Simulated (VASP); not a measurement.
# I (Immm) in VASP: a series of runs

The runs below take I through relaxation of cell and atoms, with PBE.

All numbers are computed with VASP 6.6.1; they aren't measurements. Logs are shortened: lines on timing, memory, paths and dates and some standing lists are left out, and cuts for length are marked.

## (1) Starting point

The structure is orthorhombic, space group Immm (No. 71). The conventional cell has a = 2.908 Å, b = 3.033 Å, c = 5.226 Å, α = 90.00°, β = 90.00°, γ = 90.00°. Around I (site symmetry mmm) lie 4 I at 2.91 to 3.03 Å.

## (2) Relaxation of cell and atoms, PBE, target pressure 32 GPa, at which the enthalpy is minimised

The input, INCAR:

```
SYSTEM = I
ALGO = Normal
EDIFF = 1E-6
EDIFFG = -0.01
ENCUT = 600
GGA = PE
IBRION = 2
ISIF = 3
ISMEAR = 0
LASPH = .True.
LCHARG = .False.
LREAL = .False.
LWAVE = .False.
NELM = 80
NSW = 90
PREC = Accurate
PSTRESS = 320.0
SIGMA = 0.03
```

The input, KPOINTS:

```
k-points
0
Gamma
  12 12 12
  0 0 0
```

The input, POSCAR:

```
I
1.0
   -1.4538500000      1.5166500000      2.6130000000
    1.4538500000     -1.5166500000      2.6130000000
    1.4538500000      1.5166500000     -2.6130000000
I
1
Direct
    0.0000000000      0.0000000000      0.0000000000
```

Potentials or basis: VASP PAW PBE potentials, release 64 (I).

The run is started by

```bash
$ cat potpaw_PBE.64/I/POTCAR > POTCAR
$ mpirun -np 1 vasp_std > vasp.out
```

OUTCAR:

```text
SYSTEM = I
   EDIFF = 1E-6
   EDIFFG = -0.01
   ENCUT = 600
   GGA = PE
   IBRION = 2
   ISIF = 3
   ISMEAR = 0
   LASPH = .True.
   LREAL = .False.
   NELM = 80
   NSW = 90
   PREC = Accurate
   PSTRESS = 320.0

 ion  position               nearest neighbor table
   1  0.000  0.000  0.000-

  LATTYP: Found a body centered orthorhombic cell.
 ALAT       =     2.9077000000
 B/A-ratio  =     1.0431956529
 C/A-ratio  =     1.7972968325

  Lattice vectors:

 A1 = (  -1.4538500000,   1.5166500000,   2.6130000000)
 A2 = (   1.4538500000,  -1.5166500000,   2.6130000000)
 A3 = (   1.4538500000,   1.5166500000,  -2.6130000000)

Analysis of symmetry for initial positions (statically):
=====================================================================
 Subroutine PRICEL returns:
 Original cell was already a primitive cell.

 Routine SETGRP: Setting up the symmetry group for a
 body centered orthorhombic supercell.

 Subroutine GETGRP returns: Found  8 space group operations
 (whereof  8 operations were pure point group operations)
 out of a pool of  8 trial point group operations.

The static configuration has the point symmetry D_2h.

Analysis of symmetry for dynamics (positions and initial velocities):
=====================================================================
 Subroutine PRICEL returns:
 Original cell was already a primitive cell.

 Routine SETGRP: Setting up the symmetry group for a
 body centered orthorhombic supercell.

 Subroutine GETGRP returns: Found  8 space group operations
 (whereof  8 operations were pure point group operations)
 out of a pool of  8 trial point group operations.

The dynamic configuration has the point symmetry D_2h.

 Subroutine INISYM returns: Found  8 space group operations
 (whereof  8 operations are pure point group operations),
 and found     1 'primitive' translations

----------------------------------------------------------------------------------------

                                     Primitive cell

  volume of cell :      23.0465

  direct lattice vectors                    reciprocal lattice vectors
    -1.453850000  1.516650000  2.613000000     0.000000000  0.329673952  0.191350938
     1.453850000 -1.516650000  2.613000000     0.343914434  0.000000000  0.191350938
     1.453850000  1.516650000 -2.613000000     0.343914434  0.329673952  0.000000000

  length of vectors
     3.352860875  3.352860875  3.352860875     0.381182497  0.393563615  0.476405345

  position of ions in fractional coordinates (direct lattice)
     0.000000000  0.000000000  0.000000000

  ion indices of the primitive-cell ions
   primitive index   ion index
                 1           1

----------------------------------------------------------------------------------------

 KPOINTS: k-points

Automatic generation of k-mesh.
 Grid dimensions read from file:
 generate k-points for:   12   12   12

 Generating k-lattice:

  Cartesian coordinates                     Fractional coordinates (reciprocal lattice)
     0.000000000  0.027472829  0.015945911     0.083333333 -0.000000000  0.000000000
     0.028659536  0.000000000  0.015945911     0.000000000  0.083333333  0.000000000
     0.028659536  0.027472829  0.000000000     0.000000000 -0.000000000  0.083333333

  Length of vectors
     0.031765208  0.032796968  0.039700445

  Shift w.r.t. Gamma in fractional coordinates (k-lattice)
     0.000000000  0.000000000  0.000000000

 Subroutine IBZKPT returns following result:
 ===========================================

 Found    280 irreducible k-points:

 Following reciprocal coordinates:
            Coordinates               Weight
  0.000000  0.000000  0.000000      1.000000
  0.083333  0.000000  0.000000      4.000000
  0.166667  0.000000 -0.000000      4.000000
  0.250000  0.000000  0.000000      4.000000
  0.333333  0.000000  0.000000      4.000000
  0.416667  0.000000 -0.000000      4.000000
[... 16 lines left out ...]
  0.250000  0.166667  0.000000      8.000000
  0.333333  0.166667 -0.000000      8.000000
 [... further k-points ...]
   k-points           NKPTS =    280   k-points in BZ     NKDIM =    280   number of bands    NBANDS=      7
   number of dos      NEDOS =    301   number of ions     NIONS =      1
   total plane-waves  NPLWV =  21952
   dimension x,y,z NGX =    28 NGY =   28 NGZ =   28
   dimension x,y,z NGXF=    56 NGYF=   56 NGZF=   56
   ions per type =               1
   NGX,Y,Z   is equivalent  to a cutoff of  13.88, 13.88, 13.88 a.u.
   NGXF,Y,Z  is equivalent  to a cutoff of  27.77, 27.77, 27.77 a.u.
 SYSTEM =  I
   PREC   = accura    normal or accurate (medium, high low for compatibility)
   ISTART =      0    job   : 0-new  1-cont  2-samecut
   ICHARG =      2    charge: 1-file 2-atom 10-const
   ISPIN  =      1    spin polarized calculation?
   LNONCOLLINEAR =      F non collinear calculations
   LSORBIT =      F    spin-orbit coupling
   LASPH  =      T    aspherical Exc in radial PAW
   ENCUT  =  600.0 eV  44.10 Ry    6.64 a.u.   6.70  6.70  6.70*2*pi/ulx,y,z
   NELM   =     80;   NELMIN=  2; NELMDL= -5     # of ELM steps
   EDIFF  = 0.1E-05   stopping-criterion for ELM
   LREAL  =      F    real-space projection
   EDIFFG = -.1E-01   stopping-criterion for IOM
   NSW    =     90    number of steps for IOM
   IBRION =      2    ionic relax: 0-MD 1-quasi-New 2-CG
   NFREE  =      1    steps in history (QN), initial steepest desc. (CG)
   ISIF   =      3    stress and relaxation
   ISYM   =      2    0-nonsym 1-usesym 2-fastsym
   POTIM  = 0.5000    time-step for ionic-motion
   TEBEG  =    0.0;   TEEND  =   0.0 temperature during run
   PSTRESS=  320.0 pullay stress
   NELECT =       7.0000    total number of electrons
   NUPDOWN=      -1.0000    fix difference up-down
   EMIN   =  10.00;   EMAX   =-10.00  energy-range for DOS
   EFERMI =   0.00;   METHOD = LEGACY
   ISMEAR =     0;   SIGMA  =   0.03  broadening in eV -4-tet -1-fermi 0-gaus
   EFERMI_NEDOS =   21; number of points for ismear=-14 and -15
   IALGO  =     38    algorithm
   IMIX   =      4    mixing-type and parameters
     AMIX     =   0.40;   BMIX     =  1.00
     AMIX_MAG =   1.60;   BMIX_MAG =  1.00
  volume/ion in A,a.u.               =      23.05       155.53
  Fermi-wavevector in a.u.,A,eV,Ry     =   1.100456  2.079560 16.476705  1.211004
  Thomas-Fermi vector in A             =   2.236867
   LORBIT       =      0    0 simple, 1 ext, 2 COOP (PROOUT), +10 PAW based schemes
   GGA     = PE    functional components
   LHFCALC =     F    Hartree Fock is set to
   AEXX    =    0.0000 exact exchange contribution
   IVDW    =     0    specifies the selected vdW correction
   LEPSILON=     F    determine dielectric tensor
   LRPA    =     F    only Hartree local field effects (RPA)
 conjugate gradient relaxation of ions
 non-spin polarized calculation
 Gauss-broadening in eV      SIGMA  =   0.03
  energy-cutoff  :      600.00
  volume of cell :       23.05
 maximum number of plane-waves:       788
   NGX = 13   NGY = 13   NGZ = 13

--------------------------------------- Ionic step        1  -------------------------------------------

 number of electron       7.0000000 magnetization

 Free energy of the ion-electron system (eV)
  ---------------------------------------------------
  ext. energy  EPLUGINS =         0.00000000
  ---------------------------------------------------
  free energy    TOTEN  =        -0.33075727 eV

  energy without entropy =       -0.33041271  energy(sigma->0) =       -0.33058499

------------------------ aborting loop because EDIFF is reached ----------------------------------------

  FORCE on cell =-STRESS in cart. coord.  units (eV):
  Direction    XX          YY          ZZ          XY          YZ          ZX
  --------------------------------------------------------------------------------------
  -------------------------------------------------------------------------------------
  Total        4.9322421      4.7692947      4.5477650      0.0000000      0.0000000      0.0000000
  in kB      342.8866630    331.5586573    316.1580391      0.0000000      0.0000000      0.0000000
  external PRESSURE =      10.2011198 kB  Pullay stress =     320.0000000 kB
[... 90 lines left out ...]
  FREE ENERGIE OF THE ION-ELECTRON SYSTEM (eV)
  ---------------------------------------------------
  free  energy   TOTEN  =        -0.3788559249 eV

  energy  without entropy=       -0.3783409666  energy(sigma->0) =       -0.37859845

  enthalpy is  TOTEN    =         4.2707607741 eV   P V=        4.6496166990

[... ionic steps 4 to 16 ...]

--------------------------------------- Ionic step       17  -------------------------------------------

 number of electron       7.0000000 magnetization

------------------------ aborting loop because EDIFF is reached ----------------------------------------

  FORCE on cell =-STRESS in cart. coord.  units (eV):
  Direction    XX          YY          ZZ          XY          YZ          ZX
  --------------------------------------------------------------------------------------
  -------------------------------------------------------------------------------------
  Total        4.5859427      4.5741648      4.5909973      0.0000000      0.0000000      0.0000000
  in kB      319.9790364    319.1572467    320.3317128      0.0000000      0.0000000      0.0000000
  external PRESSURE =      -0.1773347 kB  Pullay stress =     320.0000000 kB
[... 59 lines left out ...]
  enthalpy is  TOTEN    =         4.2635081627 eV   P V=        4.5861802110

--------------------------------------- Ionic step       19  -------------------------------------------

 number of electron       7.0000000 magnetization

 Free energy of the ion-electron system (eV)
  ---------------------------------------------------
  ext. energy  EPLUGINS =         0.00000000
  ---------------------------------------------------
  free energy    TOTEN  =        -0.32156193 eV

  energy without entropy =       -0.32133589  energy(sigma->0) =       -0.32144891

 E-fermi :  11.0450     XC(G=0): -11.1090

 val. band max:       11.0425579872   @ k =  -0.3333   0.1667   0.0000
 cond. band min:      11.0790008083   @ k =  -0.2500   0.5000   0.1667
 fundamental gap:      0.0364428211
 Fermi energy:        11.0449846205

 k-point     1 :       0.0000    0.0000    0.0000
  band No.  band energies     occupation
      1      -6.1223      2.00000
      2      12.8080      0.00000
      3      13.3582      0.00000
      4      13.3599      0.00000
      5      19.5464      0.00000
      6      21.3172      0.00000
      7      21.4091      0.00000
[... 221 lines left out ...]
 k-point    24 :       0.3333    0.1667   -0.0000
  band No.  band energies     occupation
      1      -3.0621      2.00000
      2       4.7352      2.00000
      3       9.0210      2.00000
      4      10.7763      2.00000
      5      17.4342      0.00000
      6      19.4436      0.00000
      7      22.2743      0.00000

 [... further k-points ...]
[... 5 lines left out ...]
  --------------------------------------------------------------------------------------
  -------------------------------------------------------------------------------------
  Total        4.5926042      4.5905547      4.5871373      0.0000000      0.0000000      0.0000000
  in kB      320.5259593    320.3829210    320.1444184      0.0000000      0.0000000      0.0000000
  external PRESSURE =       0.3510996 kB  Pullay stress =     320.0000000 kB
[... 16 lines left out ...]
  FREE ENERGIE OF THE ION-ELECTRON SYSTEM (eV)
  ---------------------------------------------------
  free  energy   TOTEN  =        -0.3215619318 eV

  energy  without entropy=       -0.3213358865  energy(sigma->0) =       -0.32144891

  enthalpy is  TOTEN    =         4.2635061078 eV   P V=        4.5850680396

 reached required accuracy - stopping structural energy minimisation
```

Run time: 2.8 min. Hardware: 1 thread of Intel Xeon 6975P-C (Granite Rapids), shared host; peak memory 0.2 GiB.

Results:

- Free energy: -0.3216 eV
- Relaxed volume: 22.96 Å³/atom
- Relaxed cell: a = 3.304 Å, b = 3.304 Å, c = 3.304 Å, α = 125.70°, β = 125.70°, γ = 80.38°
- Space group after relaxing (to 0.05 Å): I4/mmm (No. 139)
- Energy change on relaxing (the enthalpy is what falls): +9.2 meV/atom
- Ionic steps: 19
- Pressure after relaxing: 32.0 GPa
- Band gap on the k mesh: none (metal or under the smearing width)

Step by step:
| step | energy change (eV) | largest force (eV/Å) | pressure (GPa) | volume (Å³) |
| --- | --- | --- | --- | --- |
| 1 | 0.0000 | 0.0000 | 33.02 | 23.05 |
| 2 | -0.0976 | 0.0000 | 29.35 | 23.54 |
| 3 | -0.0481 | 0.0000 | 31.19 | 23.28 |
| 4 | -0.0289 | 0.0000 | 31.32 | 23.17 |
| 5 | 0.0391 | 0.0000 | 32.46 | 22.82 |
| 6 | -0.0026 | 0.0000 | 31.69 | 23.03 |
| 7 | 0.0158 | 0.0000 | 32.04 | 22.93 |
| 8 | 0.0094 | 0.0000 | 31.91 | 22.96 |
| 9 | 0.0115 | 0.0000 | 31.95 | 22.95 |
| 10 | 0.0205 | 0.0000 | 32.29 | 22.90 |
| 11 | 0.0198 | 0.0000 | 32.27 | 22.90 |
| 12 | 0.0034 | 0.0000 | 31.81 | 22.99 |
| 13 | 0.0113 | 0.0000 | 32.04 | 22.95 |
| 14 | 0.0085 | 0.0000 | 31.99 | 22.96 |
| 15 | 0.0082 | 0.0000 | 32.00 | 22.96 |
| 16 | 0.0077 | 0.0000 | 31.98 | 22.96 |
| 17 | 0.0080 | 0.0000 | 31.98 | 22.96 |
| 18 | 0.0081 | 0.0000 | 31.98 | 22.96 |
| 19 | 0.0092 | 0.0000 | 32.04 | 22.96 |

Final structure:
```
I
1.0
    -1.50781    1.50791    2.52420
     1.50781   -1.50791    2.52420
     1.50781    1.50791   -2.52420
I
1
Direct
  0.00000 0.00000 0.00000
```

Caveat: the cell is relaxed towards a set pressure, so the enthalpy falls and the energy may rise; an odd number of electrons without spin polarisation forces a metal; a magnetic or distorted state may lie lower. Spin-orbit coupling is left out, which matters for the levels of I.

## (3) Relaxation of cell and atoms, PBE, target pressure 32 GPa, at which the enthalpy is minimised

This run uses another cell than the first one, of 22.96 Å³/atom, 0.996 times its volume.

Edit INCAR of step 2 so:

```diff
@@ -2,4 +2,4 @@
 ALGO = Normal
-EDIFF = 1E-6
-EDIFFG = -0.01
+EDIFF = 1E-7
+EDIFFG = -0.005
 ENCUT = 600
```

KPOINTS is that of step 2.

The input, POSCAR:

```
I                                       
1.0
   -1.5078056228      1.5079149172      2.5242025516
    1.5078056228     -1.5079149172      2.5242025516
    1.5078056228      1.5079149172     -2.5242025516
  I             
     1
Direct
     0.0000000000000000    0.0000000000000000    0.0000000000000000
```

Potentials or basis: VASP PAW PBE potentials, release 64 (I).

The run is started by

```bash
$ cat potpaw_PBE.64/I/POTCAR > POTCAR
$ mpirun -np 1 vasp_std > vasp.out
```

It took 36 s on 1 thread of Intel Xeon 6975P-C (Granite Rapids), shared host; peak memory 0.2 GiB.

Results (log left out):

| Property | Result |
| --- | --- |
| Free energy | -0.3224 eV |
| Relaxed volume | 22.96 Å³/atom |
| Relaxed cell | a = 3.305 Å, b = 3.305 Å, c = 3.305 Å, α = 125.70°, β = 125.70°, γ = 80.39° |
| Space group after relaxing (to 0.05 Å) | I4/mmm (No. 139) |
| Energy change on relaxing (the enthalpy is what falls) | -0.9 meV/atom |
| Ionic steps | 3 |
| Pressure after relaxing | 32.0 GPa |
| Band gap on the k mesh | none (metal or under the smearing width) |

The path:
```
step  energy change (eV)  largest force (eV/Å)  pressure (GPa)  volume (Å³)
   1              0.0000                0.0000           32.03        22.96
   2             -0.0033                0.0000           31.92        22.97
   3             -0.0009                0.0000           32.00        22.96
```

Final structure:
```cif
data_structure
_symmetry_space_group_name_H-M 'P 1'
_symmetry_Int_Tables_number 1
_cell_length_a 3.3045
_cell_length_b 3.3045
_cell_length_c 3.3045
_cell_angle_alpha 125.699
_cell_angle_beta 125.697
_cell_angle_gamma 80.385
_cell_volume 22.96
loop_
_atom_site_label
_atom_site_type_symbol
_atom_site_fract_x
_atom_site_fract_y
_atom_site_fract_z
_atom_site_occupancy
I1 I 0.00000 0.00000 0.00000 1
```

Levels at points of the mesh, in eV from the Fermi level:
```
           k point  band 2  band 3  band 4  band 5  band 6  band 7
(0.00, 0.00, 0.00)    1.76    2.31    2.31    8.50   10.27   10.36
(0.50, 0.00, 0.00)   -8.33   -0.76    2.08    5.42    9.06   10.21
(0.00, 0.50, 0.00)   -8.33   -0.76    2.08    5.42    9.06   10.21
(0.50, 0.50, 0.00)   -7.12   -3.71   -1.93    2.47    3.50   16.17
(0.50, 0.50, 0.50)   -7.99   -0.78   -0.78    4.63    4.77   20.62
```

Caveat: the cell is relaxed towards a set pressure, so the enthalpy falls and the energy may rise; an odd number of electrons without spin polarisation forces a metal; a magnetic or distorted state may lie lower. The run has no spin-orbit coupling, so splittings on I are missing.
